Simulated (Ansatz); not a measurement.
Relaxed ZrO2 (tetragonal-ZrO2 type, space group P4_2/nmc):

```xyz
12
Lattice="7.2416 0.0000 0.0000 3.6208 3.6208 0.0000 0.0000 0.0000 5.2843" Properties=species:S:1:pos:R:3 pbc="T T T"
Zr     0.0000     0.0000     0.0000
Zr     3.6208     0.0000     0.0000
Zr     9.0521     1.8104     2.6421
Zr     5.4312     1.8104     2.6421
O      7.2416     1.8104     1.0173
O      3.6208     1.8104     1.0173
O      7.2416     1.8104     3.6594
O      3.6208     1.8104     3.6594
O      1.8104     0.0000     1.6248
O      5.4312     0.0000     1.6248
O      1.8104     0.0000     4.2670
O      5.4312     0.0000     4.2670
```

A phonon eigenvector at M = (0.5, 0.5, 0.0) is frozen into this cell: atom i moves by Q times the vector below, so Q is the largest atomic displacement, in Å. The cell is held. It is one choice among 2 degenerate patterns. (q is in reciprocal vectors of the primitive cell; the cell shown is doubled to hold the pattern.)

```json
[
 {"atom": "Zr1", "x": "0.000", "y": "0.000", "z": "-0.401"},
 {"atom": "Zr2", "x": "0.000", "y": "0.000", "z": "0.401"},
 {"atom": "Zr3", "x": "0.000", "y": "0.000", "z": "1.000"},
 {"atom": "Zr4", "x": "0.000", "y": "0.000", "z": "-1.000"},
 {"atom": "O5", "x": "-0.959", "y": "-0.210", "z": "0.000"},
 {"atom": "O6", "x": "0.959", "y": "0.210", "z": "0.000"},
 {"atom": "O7", "x": "-0.525", "y": "-0.384", "z": "0.000"},
 {"atom": "O8", "x": "0.525", "y": "0.384", "z": "0.000"},
 {"atom": "O9", "x": "0.384", "y": "0.525", "z": "0.000"},
 {"atom": "O10", "x": "-0.384", "y": "-0.525", "z": "0.000"},
 {"atom": "O11", "x": "0.210", "y": "0.959", "z": "0.000"},
 {"atom": "O12", "x": "-0.210", "y": "-0.959", "z": "0.000"}
]
```

Calculation: PBE (plane waves to 420 eV, PAW, scalar-relativistic; Ansatz, a program for electronic structure). k mesh 9×9×6 (Γ-centred), Fermi-Dirac smearing 0.05 eV. E stands for the smeared free energy. Stress and pressure are positive under compression. The PAW data are Ansatz's earlier set. This is a high-temperature form of ZrO2. ZrO2 is run without spin polarisation. ZrO2 was relaxed with its symmetry unable to fall. ΔE is measured from the undisplaced structure.

```json
[
 {"Q (Å)": "-0.180", "ΔE (meV/cell)": "196.8", "−dE/dQ from forces (eV/Å)": "2.903", "P (GPa)": "2.58"},
 {"Q (Å)": "-0.150", "ΔE (meV/cell)": "123.2", "−dE/dQ from forces (eV/Å)": "2.044", "P (GPa)": "1.75"},
 {"Q (Å)": "-0.120", "ΔE (meV/cell)": "72.0", "−dE/dQ from forces (eV/Å)": "1.400", "P (GPa)": "1.10"},
 {"Q (Å)": "-0.090", "ΔE (meV/cell)": "37.6", "−dE/dQ from forces (eV/Å)": "0.918", "P (GPa)": "0.61"},
 {"Q (Å)": "-0.060", "ΔE (meV/cell)": "15.8", "−dE/dQ from forces (eV/Å)": "0.550", "P (GPa)": "0.27"},
 {"Q (Å)": "-0.030", "ΔE (meV/cell)": "3.8", "−dE/dQ from forces (eV/Å)": "0.257", "P (GPa)": "0.07"},
 {"Q (Å)": "0.000", "ΔE (meV/cell)": "0.0", "−dE/dQ from forces (eV/Å)": "0.000", "P (GPa)": "0.00"},
 {"Q (Å)": "0.030", "ΔE (meV/cell)": "3.8", "−dE/dQ from forces (eV/Å)": "-0.257", "P (GPa)": "0.07"},
 {"Q (Å)": "0.060", "ΔE (meV/cell)": "15.8", "−dE/dQ from forces (eV/Å)": "-0.550", "P (GPa)": "0.27"},
 {"Q (Å)": "0.090", "ΔE (meV/cell)": "37.6", "−dE/dQ from forces (eV/Å)": "-0.918", "P (GPa)": "0.61"},
 {"Q (Å)": "0.120", "ΔE (meV/cell)": "72.0", "−dE/dQ from forces (eV/Å)": "-1.400", "P (GPa)": "1.10"},
 {"Q (Å)": "0.150", "ΔE (meV/cell)": "123.2", "−dE/dQ from forces (eV/Å)": "-2.044", "P (GPa)": "1.75"},
 {"Q (Å)": "0.180", "ΔE (meV/cell)": "196.8", "−dE/dQ from forces (eV/Å)": "-2.903", "P (GPa)": "2.58"}
]
```

Key numbers:

| Item | Result |
|---|---|
| Energy at Q = 0.180 Å | 196.8 meV/cell |
| Space group of the distorted cell | P2_12_12 (No. 18), lowered from P4_2/nmc |
| Symmetry of the curve | even: the same for both signs |
| Shape of the curve | a single well with its minimum at or next to zero displacement |
| Harmonic wavenumber from the curvature (finite differences) | 87 cm⁻¹ |
| Wavenumber by perturbation theory (DFPT, on another k mesh) | 87 cm⁻¹ |

The 13 points together took roughly 11 core-minutes.

(A displaced cell: forces are minus the slopes of the energy, force constants its curvatures, and phonons follow from these.)
